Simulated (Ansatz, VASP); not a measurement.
## One calculation of TiB, two programs

```
CELL_PARAMETERS angstrom
0.00000 2.12865 2.12865
2.12865 0.00000 2.12865
2.12865 2.12865 0.00000
ATOMIC_POSITIONS crystal
Ti 0.75000 0.75000 0.75000
B 0.00000 0.00000 0.00000
```

Change from the starting cell: volume scaled by 1.04, crystal datasets.

Alike in both runs: task electric field gradients; functional LDA; k mesh 13 × 13 × 13; occupations fermi-dirac, width 0.05 eV; no spin polarisation.

```csv
,VASP,Ansatz
version,VASP 6.6.1,Ansatz 0.2.0
potentials or method,"VASP PAW LDA potentials, release 64 (Ti_sv, B), cutoff 520 eV","all-electron PAW with datasets made for the crystal, scalar-relativistic"
```

|  | VASP | Ansatz | Ansatz less VASP |
| --- | --- | --- | --- |
| pressure (GPa) | 90.0 | 90.0 | -0.02 |
| Vzz of the field gradient on the site that differs most (V/Å²) | 0.0 | 0.0 | 0.00 |

Ansatz ran all-electron here, so the differences hold the error of VASP's frozen core and of both bases.

Caveats: the cell as given lies far from equilibrium; so large a pressure means that the cell lies far from this level's equilibrium, or that cutoff or potentials fall short (VASP).
